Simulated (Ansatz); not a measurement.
# Al (simple cubic): energy against volume

These are results of Ansatz 0.2.0, DFT, PBE, plane waves (420 eV) with PAW, scalar-relativistic, not measurements.

The cell is scaled uniformly from the relaxed one, with fractional coordinates and shape fixed. Energies are extrapolated to zero smearing, pressures are those at the given smearing. Magnetic state: spin not included.

A Birch-Murnaghan fit gives V₀ = 20.12 Å³/atom, B₀ = 57 GPa, B₀′ = 4.5.

Question: What are the energy above the minimum and the pressure at 18.551 Å³/atom?

Answer: 25.5 meV/atom and 5.69 GPa as computed.

Question: What are the energy above the minimum and the pressure at 20.971 Å³/atom?

Answer: 5.9 meV/atom and -2.07 GPa as computed.

Question: What are the energy above the minimum and the pressure at 22.584 Å³/atom?

Answer: 43.4 meV/atom and -4.99 GPa as computed.
